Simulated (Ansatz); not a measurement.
# Te2Mo: the cost of one run

Computed with Ansatz 0.2.0 (DFT LDA, scalar-relativistic, plane waves, PAW, unless a step's input says otherwise).

## (1) The starting structure

Symmetry: P2_1/m, No. 11, monoclinic system. The conventional cell has a = 6.330 Å, b = 3.469 Å, c = 13.860 Å, α = 90.00°, β = 93.92°, γ = 90.00°. Te (site symmetry m) is surrounded by 3 Mo at 2.70 to 2.71 Å. Around Te (site symmetry m) lie 3 Mo at 2.79 to 2.82 Å. Around Te (site symmetry m) lie 3 Mo at 2.70 Å. Te (site symmetry m) is surrounded by 3 Mo at 2.79 to 2.81 Å. Mo (site symmetry m) has 6 Te at 2.70 to 2.81 Å and 2 Mo at 2.90 Å as nearest neighbours. Mo (site symmetry m) is surrounded by 6 Te at 2.70 to 2.82 Å and 2 Mo at 2.89 Å.

Coordinates:

```xyz
12
Lattice="6.3300 0.0000 0.0000 0.0000 3.4690 0.0000 -0.9468 0.0000 13.8276" Properties=species:S:1:pos:R:3 pbc="T T T"
Te    3.1917    2.6018    4.8618
Te    2.1916    0.8672    8.9658
Te    3.6282    0.8672    1.4450
Te    1.7550    2.6018   12.3826
Te    0.4733    2.6018    2.0548
Te    4.9099    0.8672   11.7728
Te   -0.0181    0.8672    5.4688
Te    5.4013    2.6018    8.3588
Mo    1.5339    2.6018    7.0051
Mo    3.8493    0.8672    6.8225
Mo    1.1533    0.8672    0.1023
Mo    4.2299    2.6018   13.7253
```

The structure rests on an entry of the Crystallography Open Database; cell or positions may have been set otherwise for this series.

## (2) Relaxing cell and atoms: Te2Mo, no spin

input.yaml reads:

```yaml
crystal:
  lattice:
    - [6.33, 0.0, 0.0]
    - [0.0, 3.469, 0.0]
    - [-0.9467947088, 0.0, 13.8276237937]
  atoms:
    - { symbol: Te, position: [0.5568, 0.75, 0.3516] }
    - { symbol: Te, position: [0.4432, 0.25, 0.6484] }
    - { symbol: Te, position: [0.5888, 0.25, 0.1045] }
    - { symbol: Te, position: [0.4112, 0.75, 0.8955] }
    - { symbol: Te, position: [0.097, 0.75, 0.1486] }
    - { symbol: Te, position: [0.903, 0.25, 0.8514] }
    - { symbol: Te, position: [0.0563, 0.25, 0.3955] }
    - { symbol: Te, position: [0.9437, 0.75, 0.6045] }
    - { symbol: Mo, position: [0.3181, 0.75, 0.5066] }
    - { symbol: Mo, position: [0.6819, 0.25, 0.4934] }
    - { symbol: Mo, position: [0.1833, 0.25, 0.0074] }
    - { symbol: Mo, position: [0.8167, 0.75, 0.9926] }
scf:
  occupations: { method: gaussian, width: 0.05 }
output:
  forces: true
  stress: true
  eigenvalues: true
  write_density: true
  write_potential: true
  elf: true
  volumetric_format: npy
hamiltonian:
  xc: lda
relax:
  f_tol: 0.001
  max_steps: 60
  cell: { stress_tol: 0.03 }
kpoints:
  mp_grid: { grid: [7, 13, 3] }
```

On the command line:

```bash
ansatz run input.yaml --threads 8 --pin off --max-ram 20480MiB --backend cpu --events-out ev --progress --plain --runs-dir out
```

What time and memory should one allow on 8 threads of Arm Neoverse V1, shared host?

About 4.1 min, with a peak of 2.6 GiB.
